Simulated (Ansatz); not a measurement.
AlGa3N4: energy along a strain

AlGa3N4, P-43m, a = 4.465 Å. The structure is a Materials Project entry; whether it is the stable form wasn't checked. Ansatz: r2SCAN, PAW, 500 eV, Γ-centred 6×6×6 mesh on 8 atoms, Gaussian smearing 0.05 eV; no spin polarisation. Cell vectors (Å): 4.465 0.000 0.000; 0.000 4.465 0.000; 0.000 0.000 4.465. The cell is strained by x per cent times the pattern (1 -1 0 0 0 0) in the order xx yy zz yz xz xy (engineering shears), with fractional coordinates held. y is the free energy over the start, V0 = 11.129 Å³/atom. Symmetry makes y even in x. Points with a strain past 8.5 % were computed too (4) and aren't used here.

```tsv
x (%)	y (meV/atom)
-7.50	53.52
0.00	0.00
1.87	3.30
3.75	13.28
5.62	?
```

Task: Fit y = c2 x² + c4 x⁴ to the other rows, get the stiffness along the pattern, and predict the missing energy.

Result: Least squares on the rows shown. y = 0.94209 x² + 0.00016667 x⁴. The clamped-ion stiffness p·C·p = 2 × 9.421 eV × 160.2 / 11.129 Å³ = 271 GPa. At x = 5.62 the fit asked for gives 29.92 meV/atom. The run gave 29.92 meV/atom, the same to the digits shown.

Cost: 9 runs of about 5.8 core-minutes in all, on Arm Neoverse V2 (shared hosts).

The energy rises almost purely quadratically with strain, and the small positive quartic term indicates only slight hardening. The missing point lies within the fitted range, so its agreement supports the fit as an interpolation, not as a guide to larger distortions. For a cubic crystal, the 271 GPa is twice the difference between the longitudinal and transverse elastic constants, not a Young's or bulk modulus.

In a tetrahedral nitride network this volume-conserving distortion leaves the bond lengths nearly unchanged to first order and mainly bends the bond angles. The stiffness therefore chiefly reflects the resistance of the directional, partly ionic sp³ bonds to bending. In ideal zinc blende, symmetry forbids any internal displacement under this strain. Here the ordered Al and Ga neighbours allow the nitrogen atoms to shift, so the relaxed stiffness can't exceed the clamped-ion value, though the reduction is probably small because the two cations bond to nitrogen so similarly. Resistance to this one pattern doesn't establish mechanical stability, which also depends on the response to volume change and to the other shears.
